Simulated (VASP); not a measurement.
Input of a VASP 6.6.1 run:

The input INCAR:

```
SYSTEM = CuO
PREC = Accurate
ENCUT = 520
EDIFF = 1E-6
ISMEAR = 0
SIGMA = 0.05
LREAL = .False.
LASPH = .True.
NELM = 80
ALGO = Fast
ISIF = 2
LWAVE = .False.
LCHARG = .True.
ISPIN = 2
MAGMOM = 0.6 0
LORBIT = 11
NUPDOWN = 0
LMAXMIX = 4
LDAU = .True.
LDAUTYPE = 2
LDAUL = 2 -1
LDAUU = 8 0
LDAUJ = 0 0
LDAUPRINT = 1
GGA = PS
LELF = .True.
LVHAR = .True.
NBANDS = 20
```

KPOINTS

```
Automatic mesh
0
Gamma
  7 7 7
  0 0 0
```

File POSCAR:

```
CuO
1.0
    0.0000000000      2.3272527300      2.3272527300
    2.3272527300      0.0000000000      2.3272527300
    2.3272527300      2.3272527300      0.0000000000
Cu O
1 1
Direct
    0.0000000000      0.0000000000      0.0000000000
    0.2500000000      0.2500000000      0.2500000000
```

Potentials or basis: VASP PAW PBE potentials, release 64 (Cu, O).

Run with:

```console
$ cat potpaw_PBE.64/Cu/POTCAR potpaw_PBE.64/O/POTCAR > POTCAR
$ mpirun -np 1 vasp_std > vasp.out
```

(1) Predict the pressure.

Answers

(1) -17.3 GPa.

Caveat: the PAW data sets were made with another functional, which shifts forces and pressure a little; the total moment is fixed, so each spin has its own Fermi level.
